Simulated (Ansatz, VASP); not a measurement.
One calculation of BiTe, two programs

```xyz
2
Lattice="0.0000 3.1972 3.1972 3.1972 0.0000 3.1972 3.1972 3.1972 0.0000" Properties=species:S:1:pos:R:3 pbc="T T T"
Bi    0.0000    0.0000    0.0000
Te    3.1972    3.1972    3.1972
```

Alike in both runs: functional PBEsol; k mesh 12 × 12 × 12; occupations gaussian, width 0.1 eV; no spin polarisation.

Ansatz relaxed the structure, and its values are those at the end. VASP's run is a single point on that final structure, the one shown.

```csv
,VASP,Ansatz
version,VASP 6.6.1,Ansatz 0.2.0
potentials or method,"VASP PAW PBE potentials, release 64 (Bi_d, Te)","scalar-relativistic, plane waves, PAW"
plane-wave cutoff (eV),520,420
valence electrons in the cell,21,31
```

|  | VASP | Ansatz | Ansatz less VASP |
| --- | --- | --- | --- |
| gap on the k mesh at the Fermi level (eV) | none | none | - |
| pressure (GPa) | 0.0 | 0.0 | +0.02 |

A gap of «none» marks a metal or a gap that the smearing closes. The two sets of potentials don't hold the same shells in valence.

Caveats: the PAW data sets were made with another functional, which shifts forces and pressure a little (VASP); spin-orbit coupling is left out, which moves the levels of the heavy elements.
